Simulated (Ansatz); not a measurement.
# Relaxing void in CeO2 (87 atoms), part 2 of 3

Aim: bring void in CeO2 (87 atoms) to a nearby minimum of the energy and see what moves.

Ansatz 0.2.0; Kohn-Sham DFT, PBE, PAW (set soft_2), plane waves.

The cell: 29 Ce and 58 O. The main run has no spin polarisation. Only the Γ point is sampled, in a cell whose shortest periodic width is 11 Å. No spin–orbit coupling is included.

So far. Step 2 (Single point at the start): Neighbours are counted within 2.77 Å (O-Ce).

## 3. Cell and atoms relaxed

The cell is relaxed with the atoms, since the starting lattice needn't suit this functional.

The input, input.yaml:

```yaml
crystal:
  lattice:
    - [10.822, 0.0, 0.0]
    - [0.0, 10.822, 0.0]
    - [0.0, 0.0, 10.822]
  atoms:
    [... the 87 atom lines of step 2 ...]
kpoints:
  mp_grid: { grid: [1, 1, 1] }
hamiltonian:
  xc: pbe
scf:
  occupations: { method: gaussian, width: 0.025 }
output:
  forces: true
relax:
  f_tol: 0.05
  max_steps: 194
  cell: {}
```

Started as:

```bash
$ ansatz run input.yaml --threads 4 --pin off --max-ram 8192MiB --backend cpu --events-out ev --progress --plain --runs-dir out
```

Numbers of over 12 decimals in the logs are rounded to 6 here.

Output:

```text
[...]
Crystal: 87 atoms, lattice volume = 1267.426 Å³
Basis set: ecut = 420 eV, 24837 PW (Γ), exchange–correlation on 150×150×150 points (8 copies of the dense FFT grid, shifted against one another)
Bands: 596, of which v1, the nominal top of the filled ones, is band 348 counted from 1 (347 counted from 0)
Symmetry: 1 space group operations
[...]
k-points: 1
[...]
SCF iter   1: F=—  HF=-223740.094936 eV  |F-HF|=—  |Δ(HF+E_count)|=         —  Δρ=1.36e-2  dr2=6.25e0  ethr=1.77e-3  ⟨swp⟩=6.0  Hψ=2466  notcnv=0  defer=2
[...]
SCF iter  36: F=-223739.708914 eV  HF=-223739.708914 eV  |F-HF|=7.21e-8  |Δ(HF+E_count)|=   2.27e-9  Δρ=1.99e-6  dr2=8.06e-8  ethr=1.44e-11  ⟨swp⟩=2.0  Hψ=949  notcnv=0
SCF 1 converged in 36 iterations: F = -223739.708914 eV  dr2 = 8.06e-8
[...]
relax step   1: F+E_penalty+E_count = -223739.70891425 eV  Δ(F+E_penalty+E_count) = +0.000e0 eV  max|allowed force component| = 4.418e0 eV/Å  Δτ_max = 0.0000 Å  P = +2.100 GPa  Ω = 1267.426 Å³  (36 SCF iters, dr2 threshold 1.00e-7 eV, accepted)
[... from here on, the SCF cycles and remarks between the steps are left out ...]
relax step   2: F+E_penalty+E_count = -223747.23369501 eV  Δ(F+E_penalty+E_count) = -7.525e0 eV  max|allowed force component| = 1.730e0 eV/Å  Δτ_max = 0.1948 Å  P = +0.464 GPa  Ω = 1291.510 Å³  energy of the carried Pulay correction = -7.836e-2 eV  (14 SCF iters, dr2 threshold 8.70e-6 eV, accepted)
relax step   3: F+E_penalty+E_count = -223748.79114489 eV  Δ(F+E_penalty+E_count) = -1.557e0 eV  max|allowed force component| = 9.195e-1 eV/Å  Δτ_max = 0.1980 Å  P = +0.626 GPa  Ω = 1310.655 Å³  energy of the carried Pulay correction = -1.396e-1 eV  (12 SCF iters, dr2 threshold 8.70e-6 eV, accepted)
relax step   4: F+E_penalty+E_count = -223749.38188970 eV  Δ(F+E_penalty+E_count) = -5.907e-1 eV  max|allowed force component| = 2.771e-1 eV/Å  Δτ_max = 0.2000 Å  P = +0.157 GPa  Ω = 1317.077 Å³  energy of the carried Pulay correction = -1.599e-1 eV  (12 SCF iters, dr2 threshold 8.70e-6 eV, accepted)
relax step   5: F+E_penalty+E_count = -223749.47277467 eV  Δ(F+E_penalty+E_count) = -9.088e-2 eV  max|allowed force component| = 1.583e-1 eV/Å  Δτ_max = 0.2000 Å  P = -0.017 GPa  Ω = 1322.482 Å³  energy of the carried Pulay correction = -1.770e-1 eV  (12 SCF iters, dr2 threshold 4.80e-6 eV, accepted)
relax step   6: F+E_penalty+E_count = -223749.47707083 eV  Δ(F+E_penalty+E_count) = -4.296e-3 eV  max|allowed force component| = 1.933e-1 eV/Å  Δτ_max = 0.2000 Å  P = -0.009 GPa  Ω = 1325.433 Å³  energy of the carried Pulay correction = -1.863e-1 eV  (12 SCF iters, dr2 threshold 1.57e-6 eV, accepted)
relax step   7: F+E_penalty+E_count = -223749.51707365 eV  Δ(F+E_penalty+E_count) = -4.000e-2 eV  max|allowed force component| = 1.936e-1 eV/Å  Δτ_max = 0.2000 Å  P = +0.026 GPa  Ω = 1325.915 Å³  energy of the carried Pulay correction = -1.878e-1 eV  (12 SCF iters, dr2 threshold 2.33e-6 eV, accepted)
relax step   8: F+E_penalty+E_count = -223749.57508240 eV  Δ(F+E_penalty+E_count) = -5.801e-2 eV  max|allowed force component| = 3.077e-1 eV/Å  Δτ_max = 0.1958 Å  P = -0.040 GPa  Ω = 1327.115 Å³  energy of the carried Pulay correction = -1.915e-1 eV  (12 SCF iters, dr2 threshold 2.34e-6 eV, accepted)
relax step   9: F+E_penalty+E_count = -223749.66621556 eV  Δ(F+E_penalty+E_count) = -9.113e-2 eV  max|allowed force component| = 4.189e-1 eV/Å  Δτ_max = 0.1963 Å  P = -0.103 GPa  Ω = 1327.619 Å³  energy of the carried Pulay correction = -1.931e-1 eV  (11 SCF iters, dr2 threshold 5.92e-6 eV, accepted)
relax step  10: F+E_penalty+E_count = -223749.79472601 eV  Δ(F+E_penalty+E_count) = -1.285e-1 eV  max|allowed force component| = 5.387e-1 eV/Å  Δτ_max = 0.1947 Å  P = -0.146 GPa  Ω = 1327.264 Å³  energy of the carried Pulay correction = -1.920e-1 eV  (10 SCF iters, dr2 threshold 8.70e-6 eV, accepted)
relax step  11: F+E_penalty+E_count = -223749.95914437 eV  Δ(F+E_penalty+E_count) = -1.644e-1 eV  max|allowed force component| = 6.553e-1 eV/Å  Δτ_max = 0.1936 Å  P = -0.171 GPa  Ω = 1326.037 Å³  energy of the carried Pulay correction = -1.882e-1 eV  (10 SCF iters, dr2 threshold 8.70e-6 eV, accepted)
relax step  12: F+E_penalty+E_count = -223750.22211448 eV  Δ(F+E_penalty+E_count) = -2.630e-1 eV  max|allowed force component| = 5.895e-1 eV/Å  Δτ_max = 0.1951 Å  P = +0.031 GPa  Ω = 1322.344 Å³  energy of the carried Pulay correction = -1.765e-1 eV  (11 SCF iters, dr2 threshold 8.70e-6 eV, accepted)
relax step  13: F+E_penalty+E_count = -223750.46104015 eV  Δ(F+E_penalty+E_count) = -2.389e-1 eV  max|allowed force component| = 5.599e-1 eV/Å  Δτ_max = 0.1969 Å  P = -0.125 GPa  Ω = 1321.333 Å³  energy of the carried Pulay correction = -1.734e-1 eV  (11 SCF iters, dr2 threshold 8.70e-6 eV, accepted)
relax step  14: F+E_penalty+E_count = -223750.73672991 eV  Δ(F+E_penalty+E_count) = -2.757e-1 eV  max|allowed force component| = 5.724e-1 eV/Å  Δτ_max = 0.1921 Å  P = -0.046 GPa  Ω = 1317.996 Å³  energy of the carried Pulay correction = -1.628e-1 eV  (11 SCF iters, dr2 threshold 8.70e-6 eV, accepted)
relax step  15: F+E_penalty+E_count = -223750.94992829 eV  Δ(F+E_penalty+E_count) = -2.132e-1 eV  max|allowed force component| = 3.746e-1 eV/Å  Δτ_max = 0.2000 Å  P = -0.018 GPa  Ω = 1316.015 Å³  energy of the carried Pulay correction = -1.566e-1 eV  (10 SCF iters, dr2 threshold 8.70e-6 eV, accepted)
relax step  16: F+E_penalty+E_count = -223751.07898076 eV  Δ(F+E_penalty+E_count) = -1.291e-1 eV  max|allowed force component| = 1.754e-1 eV/Å  Δτ_max = 0.1962 Å  P = +0.044 GPa  Ω = 1314.140 Å³  energy of the carried Pulay correction = -1.507e-1 eV  (10 SCF iters, dr2 threshold 8.70e-6 eV, accepted)
relax step  17: F+E_penalty+E_count = -223751.11854754 eV  Δ(F+E_penalty+E_count) = -3.957e-2 eV  max|allowed force component| = 2.280e-2 eV/Å  Δτ_max = 0.1451 Å  P = -0.001 GPa  Ω = 1314.134 Å³  energy of the carried Pulay correction = -1.506e-1 eV  (12 SCF iters, dr2 threshold 1.92e-6 eV, accepted)
relax step  18: F+E_penalty+E_count = -223751.29768030 eV  Δ(F+E_penalty+E_count) = -1.791e-1 eV  max|allowed force component| = 2.355e-2 eV/Å  Δτ_max = 0.0000 Å  P = +0.243 GPa  Ω = 1314.134 Å³  stress off target by 3.22e-1 GPa  SCF on the basis re-selected at this cell (its energy is not comparable with the rows above)  (12 SCF iters)
relax step  19: F+E_penalty+E_count = -223751.29159522 eV  Δ(F+E_penalty+E_count) = +6.085e-3 eV  max|allowed force component| = 8.345e-3 eV/Å  Δτ_max = 0.0134 Å  P = -0.003 GPa  Ω = 1316.870 Å³  energy of the carried Pulay correction = -9.209e-3 eV  (11 SCF iters, dr2 threshold 2.59e-7 eV, accepted)
relax step  20: F+E_penalty+E_count = -223751.29916939 eV  Δ(F+E_penalty+E_count) = -7.574e-3 eV  max|allowed force component| = 8.315e-3 eV/Å  Δτ_max = 0.0000 Å  P = +0.002 GPa  Ω = 1316.870 Å³  stress off target by 1.10e-2 GPa  SCF on the basis re-selected at this cell (its energy is not comparable with the rows above)  (9 SCF iters)
[...]
SCF converged after 9 iterations
Free energy (F): -223751.299169 eV
[...]
Internal energy: -223751.299169 eV  (E = F + TS)
E sigma→0 (E₀):  -223751.299169 eV
Fermi energy:    10.045858 eV
[...]
--- Forces (eV/Å), atoms counted from 1 ---
  atom   1  Ce    -0.00096841     0.00169337    -0.00023148
  atom   2  O      0.00016476    -0.00099050    -0.00155562
  atom   3  O     -0.00234536     0.00106448     0.00133350
  atom   4  Ce    -0.00472000     0.00483346     0.00401642
  atom   5  O      0.00246153    -0.00173995    -0.00010570
  atom   6  O     -0.00290646    -0.00082394    -0.00199919
  atom   7  Ce     0.00660251    -0.00046852     0.00039859
  atom   8  O     -0.00159977    -0.00040778    -0.00001106
  atom   9  O     -0.00075027     0.00204778    -0.00164290
  atom  10  Ce     0.00401657    -0.00245812    -0.00035420
  atom  11  O     -0.00217946     0.00014390    -0.00151205
  atom  12  O      0.00040582    -0.00052268     0.00283790
  atom  13  Ce    -0.00330717    -0.00248481    -0.00071950
  atom  14  O     -0.00103367     0.00171461    -0.00146400
[...]
atom  86  O      0.00161360    -0.00182639    -0.00104583
  atom  87  O      0.00006857    -0.00249950     0.00162427
  max |Σ_I F_I| component: 5.03e-6 eV/Å
--- Stress (GPa, compression-positive) ---
        0.005195       0.004291       0.007645
        0.004291       0.001129      -0.003019
        0.007645      -0.003019      -0.000101
  P = ⅓ Tr σ = 0.0021 GPa (0.021 kbar)
--- Relaxed structure (18 steps of the walk, 18 accepted, 2 SCFs on fresh bases) ---
  F+E_penalty+E_count = -223751.29916939 eV   max|allowed force component| = 8.315e-3 eV/Å   (the final SCF, on the basis selected at the relaxed cell)
  cell:  # Å, volume = 1316.8696 Å³
    - [10.954441, -0.020399, -0.069594]
    - [-0.020399, 10.961380, 0.053411]
    - [-0.069594, 0.053411, 10.967726]
  atoms:
    - { symbol: Ce, position: [0.990742, 1.000350, -0.000478172] }
    - { symbol: O, position: [0.116269, 0.120607, 0.124938] }
    - { symbol: O, position: [0.364453, 0.362565, 0.360307] }
    - { symbol: Ce, position: [-0.0048521, 0.242401, 0.245229] }
[...]
- { symbol: O, position: [0.604764, 0.637095, 0.890195] }
```

The job ended after 11 min (4 threads of Arm Neoverse V2, shared host; peak memory 2.2 GiB).

The steps of the relaxation:

```tsv
step	energy less that of the first step (eV)	largest force component (eV/Å)	pressure (GPa)	volume (Å³)
1	0.0000	4.4179	2.10	1267.43
2	-7.5248	1.7302	0.46	1291.51
3	-9.0822	0.9195	0.63	1310.65
4	-9.6730	0.2771	0.16	1317.08
5	-9.7639	0.1583	-0.02	1322.48
6	-9.7682	0.1933	-0.01	1325.43
7	-9.8082	0.1936	0.03	1325.91
8	-9.8662	0.3077	-0.04	1327.12
9	-9.9573	0.4189	-0.10	1327.62
10	-10.0858	0.5387	-0.15	1327.26
11	-10.2502	0.6553	-0.17	1326.04
12	-10.5132	0.5895	0.03	1322.34
13	-10.7521	0.5599	-0.12	1321.33
14	-11.0278	0.5724	-0.05	1318.00
15	-11.2410	0.3746	-0.02	1316.01
16	-11.3701	0.1754	0.04	1314.14
17	-11.4096	0.0228	0.00	1314.13
18*	-11.5888	0.0235	0.24	1314.13
19	-11.5827	0.0083	0.00	1316.87
20*	-11.5903	0.0083	0.00	1316.87
```

Relaxation steps marked * repeat the geometry before them on a plane-wave basis chosen anew for their cell, so energy and pressure can jump there.

```tsv
cell as run	before	after	change
a (Å)	10.822	10.955	+1.2 %
b (Å)	10.822	10.962	+1.3 %
c (Å)	10.822	10.968	+1.3 %
α (°)	90.00	89.44	-0.6 %
β (°)	90.00	90.73	+0.8 %
γ (°)	90.00	90.22	+0.2 %
volume (Å³/atom)	14.57	15.14	+3.9 %
```

The atoms that moved most (Å, as changes of fractional coordinates times the final cell):

```tsv
atom	dx	dy	dz	length
O37	2.523	0.137	0.149	2.532
O83	2.271	0.052	-0.080	2.273
O27	-0.059	-0.346	0.067	0.358
O73	-0.205	0.223	-0.183	0.354
O62	-0.218	-0.084	0.250	0.342
O57	-0.025	0.319	0.000	0.320
O35	0.291	-0.119	-0.008	0.314
O85	-0.250	0.122	0.137	0.310
```

The relaxation changed the energy by -133 meV/atom, and atoms moved by 0.40 Å r.m.s., 2.5 Å at most.

## 4. Local order after relaxation

Bonds before and after, by the cutoffs listed below:

```tsv
pair	bonds before	bonds after	mean before (Å)	mean after (Å)	spread before (Å)	spread after (Å)
O-Ce	218	219	2.343	2.357	0.027	0.088
```

Density 6.29 g/cm³, 15.14 Å³ an atom.

Pair distribution functions g(r), in bins of 0.1 Å:

```tsv
r (Å)	total	O-O	O-Ce	Ce-Ce
2.05	0.00	0.00	0.00	0.00
2.15	0.18	0.00	0.40	0.00
2.25	2.66	0.00	5.99	0.00
2.35	5.76	0.00	13.00	0.00
2.45	1.81	0.00	4.08	0.00
2.55	0.34	0.00	0.77	0.00
2.65	1.65	3.35	0.36	0.00
2.75	3.68	8.20	0.08	0.00
2.85	0.34	0.77	0.00	0.00
2.95	0.19	0.43	0.00	0.00
3.05	0.27	0.61	0.00	0.00
3.15	0.00	0.00	0.00	0.00
3.25	0.00	0.00	0.00	0.00
3.35	0.00	0.00	0.00	0.00
3.45	0.16	0.37	0.00	0.00
3.55	0.13	0.29	0.00	0.00
3.65	0.62	1.26	0.00	0.55
3.75	1.57	2.12	0.00	5.62
3.85	3.53	4.62	0.00	13.30
3.95	1.82	2.82	0.00	5.13
4.05	0.53	0.99	0.00	0.77
4.15	0.29	0.40	0.00	1.00
4.25	0.31	0.28	0.38	0.14
4.35	0.80	0.13	1.67	0.00
4.45	2.25	0.22	4.83	0.00
4.55	3.56	0.69	7.32	0.00
4.65	2.20	1.55	3.40	0.00
4.75	1.32	1.94	1.03	0.00
4.85	0.51	0.72	0.42	0.00
4.95	0.23	0.51	0.00	0.00
5.05	0.07	0.15	0.00	0.00
5.15	0.04	0.05	0.00	0.19
5.25	0.10	0.20	0.00	0.09
5.35	0.30	0.46	0.00	0.86
5.45	0.95	1.54	0.00	2.36
5.55	0.53	0.55	0.00	2.59
5.65	0.30	0.53	0.12	0.16
5.75	0.49	0.19	0.85	0.23
5.85	1.33	0.43	2.56	0.00
5.95	2.14	1.04	3.78	0.00
6.05	2.09	2.53	2.17	0.00
6.15	1.96	3.64	0.76	0.00
6.25	0.90	1.63	0.40	0.00
6.35	0.46	0.77	0.25	0.06
```

Bonds by pair of elements; cutoffs follow the first minimum of g(r), held within bounds set by covalent radii, and pairs that aren't listed don't count as bonded:

```tsv
pair A-B	cutoff (Å)	bonds	mean length (Å)	spread (Å)	shortest (Å)	B about A	A about B
O-Ce	3.02	219	2.36	0.088	2.19	3.78	7.55
```

How many atoms have how many bonded neighbours:

```tsv
element	mean	3	4	6	7	8
Ce	7.55	0	0	3	7	19
O	3.78	13	45	0	0	0
```

Bond angles, per cent of each kind in bins of 5°:

```tsv
angle (°)	O-Ce-O	Ce-O-Ce
60–65	0.1	0.0
65–70	17.0	0.0
70–75	21.8	0.0
75–80	2.5	0.0
80–85	1.7	0.0
85–90	0.0	0.0
90–95	0.0	0.3
95–100	1.1	2.3
100–105	5.2	5.2
105–110	16.7	49.5
110–115	14.5	37.2
115–120	3.7	2.3
120–125	1.2	0.3
125–130	0.1	1.0
130–135	0.0	1.9
135–140	0.0	0.0
140–145	0.0	0.0
145–150	0.0	0.0
150–155	0.0	0.0
155–160	0.3	0.0
160–165	0.6	0.0
165–170	1.5	0.0
170–175	4.3	0.0
175–180	7.6	0.0
```

Bond angles (no mean is given where the spread exceeds 20°):

```tsv
angle	count	mean (°)	spread (°)
O-Ce-O	724	-	-
Ce-O-Ce	309	110	5
```

Bond length by coordination (bonds to H left out):

```tsv
element	coordination	atoms	mean bond length (Å)
Ce	6	3	2.25
Ce	7	7	2.33
Ce	8	19	2.38
O	3	13	2.28
O	4	45	2.37
```

For some of the pairs, g(r) has its first main peak near 2.73 Å (O-O), 2.34 Å (O-Ce) and 3.85 Å (Ce-Ce). By these cutoffs 66 % of Ce atoms have 8 and 78 % of O atoms have 4 bonded neighbours. Bonds at O atoms with 3 neighbours average 2.28 Å, against 2.37 Å at those with 4.

[end of part 2 of 3]

[Logs are printed without paths, hosts, clocks, repeated set-up lines and the standing remarks that a program may print on its own settings, such as how far it seeks lower states.]

[Hosts, paths, dates, database ids (printed as entryN), source tags and the programs' standing remarks are cut or masked in the printed files.]
